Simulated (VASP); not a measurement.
Runs of VASP 6.6.1 on HfO2. It takes space group P2_1/c (No. 14, monoclinic). Conventional cell: a = 5.118 Å, b = 5.186 Å, c = 5.284 Å, α = 90.00°, β = 99.35°, γ = 90.00°. Around Hf (site symmetry 1) lie 7 O at 2.03 to 2.25 Å. O (site symmetry 1) has 3 Hf at 2.03 to 2.12 Å as nearest neighbours. Around O (site symmetry 1) lie 4 Hf at 2.14 to 2.25 Å. 

```tsv
task	level	potentials or basis	cell	k mesh	cutoff (eV)	smearing	ladder	gap on the mesh (eV)	pressure (GPa)	relaxed volume (Å³/atom)	largest force (eV/Å)
relaxation of cell and atoms	revPBE	VASP PAW PBE potentials, release 64 (Hf_pv, O)	relaxed	5 × 5 × 5	600	fermi-dirac 0.05 eV	-	4.13	0.0	11.85	0.02
relaxation of cell and atoms	BLYP+D4	VASP PAW PBE potentials, release 64 (Hf_pv, O)	relaxed	5 × 5 × 5	600	fermi-dirac 0.05 eV	-	4.13	0.1	11.70	0.01
band structure	PW91	VASP PAW PBE potentials, release 64 (Hf_pv, O)	as given	5 × 5 × 5	520	fermi-dirac 0.05 eV	-	4.16	-	-	-
relaxation of cell and atoms	LDA	VASP PAW LDA potentials, release 64 (Hf_pv, O)	relaxed	5 × 5 × 5	600	fermi-dirac 0.05 eV	-	4.00	0.0	11.00	0.01
relaxation of cell and atoms	BLYP+D3(BJ)	VASP PAW PBE potentials, release 64 (Hf_pv, O)	relaxed	5 × 5 × 5	600	fermi-dirac 0.05 eV	-	(b)	0.0	11.60	-
relaxation of cell and atoms	PBE	VASP PAW PBE potentials, release 64 (Hf_pv, O)	relaxed	5 × 5 × 5	600	fermi-dirac 0.05 eV	-	(a)	0.0	11.66	-
relaxation of cell and atoms	PBE+D3(BJ)	VASP PAW PBE potentials, release 64 (Hf_pv, O)	relaxed	5 × 5 × 5	600	fermi-dirac 0.05 eV	-	4.09	0.0	11.47	-
band structure	LAK	VASP PAW PBE potentials, release 64 (Hf_pv, O)	as given	4 × 4 × 4	520	fermi-dirac 0.05 eV	-	4.82	2.0	-	0.44
band structure	BLYP	VASP PAW PBE potentials, release 64 (Hf_pv, O)	as given	5 × 5 × 5	520	fermi-dirac 0.05 eV	-	4.21	-	-	-
relaxation of cell and atoms	PBE+D3(BJ)	VASP PAW PBE potentials, release 64 (Hf_pv, O)	relaxed	4 × 4 × 4	600	gaussian 0.02 eV	gaps	4.04	0.0	11.48	0.01
band structure	revPBE	VASP PAW PBE potentials, release 64 (Hf_pv, O)	as given	5 × 5 × 5	520	fermi-dirac 0.05 eV	-	4.23	-	-	-
single point	PBE	VASP PAW PBE potentials, release 64 (Hf_pv, O)	as given	5 × 5 × 5	520	gaussian 0.011 eV	-	4.16	(c)	-	0.46
```

Alike in all rows: no spin polarisation.

Problem. Estimate the missing entries.

Solution. (a) 4.08; (b) 4.11; (c) 2.7.

Caveats: spin-orbit coupling is left out, which moves the levels of the heavy elements; the PAW data sets were made with another functional, which shifts forces and pressure a little (some runs); an odd mesh through Γ misses points on the zone boundary, where band edges often lie (some runs).

A k mesh can miss the band edges, and the runs leave out spin-orbit coupling on Hf.

Not every run made on this cell is shown here.
